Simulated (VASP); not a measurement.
HfSiO4:

```
CELL_PARAMETERS angstrom
-2.64211 2.64211 3.13137
2.64211 -2.64211 3.13137
2.64211 2.64211 -3.13137
ATOMIC_POSITIONS crystal
Hf 0.68457 0.68457 0.00000
Si 0.16499 0.16499 0.00000
O 0.68024 0.32386 0.64362
O 0.68024 0.03662 0.35638
O 0.32386 0.68024 0.64362
O 0.03662 0.68024 0.35638
```

The cell was built by a generator and needn't be a form met in nature.

- Program: VASP 6.6.1
- Task: relaxation of cell and atoms
- Functional: PBE
- Potentials or basis: VASP PAW PBE potentials, release 64 (Hf_pv, Si, O)
- Cutoff: 520 eV
- k mesh: 4 × 4 × 4
- Occupations: gaussian, width 0.15 eV
- Spin: no spin polarisation

At the start: pressure 7.1 GPa; volume 14.57 Å³/atom.

Where does the relaxation end?

Over 17 steps the energy falls by 155.6 meV/atom and the volume is 13.87 Å³/atom (-4.8 %); space group I4/mmm (No. 139, to 0.05 Å).

Step by step:
```csv
step,energy change (eV),largest force (eV/Å),pressure (GPa),volume (Å³)
1,0.0000,3.4604,7.05,87.44
2,0.7891,7.6879,-7.00,95.63
3,-0.7634,0.3408,-6.61,90.95
4,-0.7647,0.6245,-6.31,90.76
5,-0.6031,3.8940,3.55,84.83
6,-0.8331,0.6874,-3.13,88.48
7,-0.8710,0.5610,2.24,84.22
8,-0.8814,0.2902,0.87,85.51
9,-0.8807,0.2822,0.03,85.82
10,-0.8811,0.2855,0.13,85.68
11,-0.8812,0.2863,0.24,85.60
12,-0.9117,0.2908,0.07,84.63
13,-0.9239,0.2366,-0.17,82.93
14,-0.9264,0.2686,-0.14,83.42
15,-0.9246,0.5699,0.71,82.96
16,-0.9295,0.2103,0.26,83.21
17,-0.9334,0.0594,0.18,83.23
```

Final structure:
```
CELL_PARAMETERS angstrom
-2.66681 2.66681 2.92569
2.66681 -2.66681 2.92569
2.66681 2.66681 -2.92569
ATOMIC_POSITIONS crystal
Hf 0.67817 0.67817 0.00000
Si 0.17636 0.17636 0.00000
O 0.67900 0.30703 0.62804
O 0.67900 0.05096 0.37196
O 0.30703 0.67900 0.62804
O 0.05096 0.67900 0.37196
```

Caveat: the k mesh is coarse (spacing up to 0.42 Å⁻¹), so the values aren't converged.
